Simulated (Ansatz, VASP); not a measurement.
**Cross-check of GaSb between VASP and Ansatz**

One calculation is typed for both programs; each brings its own data sets. How far apart do they land? The cell is taken from a series of runs on this material, whose earlier steps may have relaxed, scaled, displaced or heated it; both programs get it as it stands.

Calculated with Ansatz 0.2.0; plane waves, with VASP 6.6.1 beside it; zone-centre phonons at PBEsol.

## 1. Set-up

The structure is orthorhombic, space group Imm2 (No. 44). The conventional cell has a = 4.192 Å, b = 4.327 Å, c = 6.191 Å, α = 90.00°, β = 90.00°, γ = 90.00°. Nearest to Ga lie 4 Sb at 2.62 to 2.64 Å. Nearest to Sb lie 4 Ga at 2.62 to 2.64 Å. Farther neighbours are not listed.

## 2. Ansatz: zone-centre phonons, PBEsol

Ansatz runs on its PAW soft_1 files.

Second derivatives magnify differences that forces hide, and they need a tight electronic threshold.

input.yaml reads:

```yaml
crystal:
  lattice:
    - [-0.0478799627, 3.0119752388, 3.0954970716]
    - [3.0119752388, -0.0478799627, 3.0954970716]
    - [2.9640952761, 2.9640952761, 0.0]
  atoms:
    - { symbol: Ga, position: [0.0023899322, 0.0023899322, -0.0023899322] }
    - { symbol: Sb, position: [0.7476100678, 0.7476100678, 0.7523899322] }
kpoints:
  mp_grid: { grid: [12, 12, 12] }
hamiltonian:
  xc: pbesol
  pseudopotentials: { kind: paw, azcp: { folder: soft_1 }, xc_functional: pbe }
scf:
  occupations: { method: methfessel_paxton, width: 0.2 }
output:
  eigenvalues: true
phonons:
  method: dfpt
```

Started as:

```bash
ansatz run input.yaml --threads 4 --pin off --max-ram 10240MiB --backend cpu --events-out ev --progress --plain --runs-dir out
```

Numbers of over 12 decimals in the logs are rounded to 6 here.

The log of the run:

```text
zone centre: on kpoints.mp_grid the ground state, and the responses unless they are solved on pairs of k-points, stand on 476 of the mesh's 1728 k-points, reduced under 2 symmetry operations, with k and −k counted as one. Each operation leaves every solved displacement unchanged or reverses it
Engine: ansatz 0.2.0, aarch64-unknown-linux-gnu
Pseudopotentials: kind: paw
Pseudopotential: Ga, paw, valence charge 13, recommended cutoff 420 eV (normal), soft_1/Ga.paw.azcp
Pseudopotential: Sb, paw, valence charge 15, recommended cutoff 420 eV (normal), soft_1/Sb.paw.azcp
Functional definition: PBEsol
  exchange = pbesol_x
  correlation = pbesol_c
Crystal: 2 atoms, lattice volume = 56.150 Å³
Basis set: ecut = 420 eV, 1091 PW (Γ), exchange–correlation on 60×60×60 points (8 copies of the dense FFT grid, shifted against one another)
Bands: 18, of which v1, the nominal top of the filled ones, is band 14 counted from 1 (13 counted from 0)
Symmetry: 4 space group operations
k-points: 476 of 1728 (irreducible under 2 space group operations, time reversal used)
Non-local potential: Ga, projectors of the file, l = 0: 2, l = 1: 2, l = 2: 3, l = 3: 1
Non-local potential: Sb, projectors of the file, l = 0: 2, l = 1: 2, l = 2: 2, l = 3: 1
PAW form: soft (Blöchl's): semilocal exchange-correlation on the pseudo side does not see the compensation charge
PAW frozen core: Ga, regenerated for the run's functional, and the local potential with it (the file was generated under x = pbe(κ = 0.804, μ = 0.219515), c = pbe(β = 0.066725))
PAW frozen core: Sb, regenerated for the run's functional, and the local potential with it (the file was generated under x = pbe(κ = 0.804, μ = 0.219515), c = pbe(β = 0.066725))
PAW one-centre angular grid: Ga, 590 points (default); XC on 64 Gauss nodes
PAW one-centre angular grid: Sb, 590 points (default); XC on 64 Gauss nodes
Initial density: superposition of atomic densities (chi_scale 0.1, normalization cell, long waves kept (reshape's long-wave potential 0.00 eV rms))
Initial wavefunctions: pseudopotential atomic-orbital guess
Functional: x = pbesol(κ = 0.804, μ = 0.123457), c = pbesol(β = 0.046)
SCF iter   1: F=—  HF=-10151.688201 eV  |F-HF|=—  |Δ(HF+E_count)|=         —  Δρ=3.21e-2  dr2=4.16e-1  ethr=3.10e-3  ⟨swp⟩=5.6  Hψ=44260  notcnv=0
preconditioner: auto → Kerker (q_TF=auto, 2.430 Å⁻¹)  [metal: Δε(μ)=0.122 eV  Ē_g=14.793 eV  σ=0.200 eV  W_gap=0.48  n_scr=14 (ndim 8)  ℏωp=21.0 eV  f_vac=0.005  D(μ)=0.03/eV (n_scr^D=0)]
SCF iter   2: F=—  HF=-10151.643930 eV  |F-HF|=—  |Δ(HF+E_count)|=   4.43e-2  S|Δr|=    0.00e0  Δρ=2.01e-2  dr2=1.93e-1  ethr=1.48e-3  ⟨swp⟩=1.0  Hψ=12379  notcnv=0
SCF iter   3: F=—  HF=-10151.601395 eV  |F-HF|=—  |Δ(HF+E_count)|=   4.25e-2  S|Δr|=    0.00e0  Δρ=3.27e-3  dr2=1.39e-2  ethr=6.89e-4  ⟨swp⟩=1.6  Hψ=10586  notcnv=0
SCF iter   4: F=—  HF=-10151.602203 eV  |F-HF|=—  |Δ(HF+E_count)|=   8.08e-4  S|Δr|=    0.00e0  Δρ=1.34e-3  dr2=2.23e-3  ethr=4.95e-5  ⟨swp⟩=2.0  Hψ=12577  notcnv=0
SCF iter   5: F=—  HF=-10151.603276 eV  |F-HF|=—  |Δ(HF+E_count)|=   1.07e-3  S|Δr|=    0.00e0  Δρ=1.29e-3  dr2=6.52e-4  ethr=7.96e-6  ⟨swp⟩=2.0  Hψ=12854  notcnv=0
SCF iter   6: F=—  HF=-10151.602686 eV  |F-HF|=—  |Δ(HF+E_count)|=   5.90e-4  S|Δr|=    0.00e0  Δρ=2.72e-4  dr2=2.33e-5  ethr=2.33e-6  ⟨swp⟩=2.0  Hψ=12854  notcnv=0
SCF iter   7: F=—  HF=-10151.602758 eV  |F-HF|=—  |Δ(HF+E_count)|=   7.20e-5  S|Δr|=    0.00e0  Δρ=6.69e-5  dr2=2.00e-6  ethr=8.31e-8  ⟨swp⟩=2.0  Hψ=12864  notcnv=0
SCF iter   8: F=—  HF=-10151.602762 eV  |F-HF|=—  |Δ(HF+E_count)|=   3.21e-6  S|Δr|=    0.00e0  Δρ=1.33e-5  dr2=1.24e-7  ethr=7.14e-9  ⟨swp⟩=2.0  Hψ=12840  notcnv=0
SCF iter   9: F=—  HF=-10151.602762 eV  |F-HF|=—  |Δ(HF+E_count)|=   2.06e-7  S|Δr|=    0.00e0  Δρ=5.98e-6  dr2=3.56e-8  ethr=4.41e-10  ⟨swp⟩=2.0  Hψ=12859  notcnv=0
SCF iter  10: F=—  HF=-10151.602762 eV  |F-HF|=—  |Δ(HF+E_count)|=   4.31e-8  S|Δr|=    0.00e0  Δρ=2.37e-6  dr2=5.47e-9  ethr=1.27e-10  ⟨swp⟩=2.0  Hψ=10475  notcnv=0
SCF iter  11: F=—  HF=-10151.602762 eV  |F-HF|=—  |Δ(HF+E_count)|=   1.79e-9  S|Δr|=    0.00e0  Δρ=8.97e-7  dr2=8.49e-10  ethr=1.96e-11  ⟨swp⟩=2.1  Hψ=10468  notcnv=0
SCF iter  12: F=—  HF=-10151.602762 eV  |F-HF|=—  |Δ(HF+E_count)|=  8.64e-10  S|Δr|=    0.00e0  Δρ=1.88e-7  dr2=2.10e-11  ethr=3.03e-12  ⟨swp⟩=2.0  Hψ=10484  notcnv=0
SCF iter  13: F=-10151.602762 eV  HF=-10151.602762 eV  |F-HF|=1.82e-12  |Δ(HF+E_count)|=  1.82e-11  S|Δr|=    0.00e0  Δρ=6.34e-8  dr2=3.84e-12  ethr=1.00e-12  ⟨swp⟩=6.0  Hψ=38782  notcnv=0
SCF 1 converged in 13 iterations: F = -10151.602762 eV  dr2 = 3.84e-12
  greatest PAW one-centre occupation: 0.996 electrons in one spin orbital (limit 2), on the Sb atom at site 1 (counted from 0), in its partial waves of l = 2
DFPT response loops at Γ: preconditioner auto → Kerker (q_TF=auto, 2.430 Å⁻¹) (partly filled bands, converged f_vac=0.070); β = 1.00, the filter's whole step (`scf.mixing.beta` (0.50) is not read by the response loops under this deck's `scf.mixing.preconditioner`; to damp them name `kerker` or `kerker_dos`, under which they read `scf.mixing.beta`, and type it under 1.00, their step now; both keys bind the ground state too); Broyden in place of MSR1
SCF converged after 13 iterations
Stability not checked: this state was not tested for a lower state beside it, because cold or Methfessel-Paxton smearing, or corrected tetrahedra, fill the levels in a way that the test cannot read (fill_not_monotonic; see scf.lower_state_search)
Free energy (F): -10151.602762 eV
Harris-Foulkes:  -10151.602762 eV  (|F-HF|=1.82e-12)
Internal energy: -10151.602967 eV  (E = F + TS)
E sigma→0 (E₀):  -10151.602813 eV
Entropy (-TS):   0.000205 eV (0.102 meV/atom)
Fermi energy:    8.093534 eV
Step filling:    the computed levels leave a gap of 0.0915 eV = 0.5 smearing widths at the electron count; against every level under it full and every level over it empty, smearing changes F+E_penalty+E_count by +0.066 meV and its σ→0 estimate by +0.015 meV
--- Per-component energies (eV) ---
  E_band       = -255.352291
  E_kinetic    = 276.193749
  E_local      = -3354.835103  (includes V_loc(G=0)·N_el)
  E_nonlocal   = 299.839103
  E_hartree    = 1718.002590
  E_xc         = -160.581200
  E_vxc        = -146.344163  (∫ρ·V_xc dr)
  E_paw        = -6420.908796  (= ΣΔE_a)
  E_vpaw       = -766.210956  (= ΣTr[D̂ρ^β])
  E_aug_tail   = -0.000073  (compensation charges beyond the density's cutoff)
  E_ewald      = -2510.508070
  E_core_change = 1.194834  (= ΣΔE_core)
  E_smearing   = 0.000205  (= −TS)
  E_closure    = 0.000000  (closes the sum)
  Σ components = -10151.602762   (vs F -10151.602762, Δ=0.00e0)
--- Band table (eV; the first three rows and the last of 476) ---
  k-point 0: bands = [... 10 lower, -3.7048, 7.7904, 7.8502, 8.0436, 8.1351, 10.5433, 10.7844, 10.8180]
  k-point 1: bands = [... 10 lower, -3.6293, 6.7062, 7.7272, 7.7910, 8.8225, 10.7263, 10.8943, 11.1401]
  k-point 2: bands = [... 10 lower, -3.4070, 5.2963, 7.4529, 7.4678, 8.8647, 11.1360, 11.2436, 12.0351]
  k-point 475: bands = [... 10 lower, -1.2513, 0.9500, 5.2272, 5.5844, 8.7742, 9.3199, 16.6693, 16.8165]
--- Phonons (Γ-DFPT): 4 representative perturbations + reference, on 476 of 1728 k-points (Σ response iterations 12) ---
  k mesh reduced under 2 symmetry operations, with k and −k counted as one. Each operation leaves every solved displacement unchanged or reverses it
  ASR residual: 1.634e-5 → 0.000e0 eV/Å²; symmetrization residual: 2.954e-6 eV/Å²
  ASR residual per site (eV/Å²): 1.20e-5 1.63e-5
  Γ frequencies (cm⁻¹): 0.00 0.00 0.00 221.81 224.04 225.08
  non-analytic LO–TO correction: not included (Born effective charges unavailable; polar crystals: no LO–TO splitting at Γ)
```

(Continued in part 2 of 2.)

[Lines on the potential files, build, host, timing and source positions are cut from VASP's logs without a mark.]

[Logs are printed without paths, hosts, clocks, repeated set-up lines and the standing remarks that a program may print on its own settings, such as how far it seeks lower states.]

[Hosts, paths, dates, database ids (printed as entryN), source tags and the programs' standing remarks are cut or masked in the printed files.]
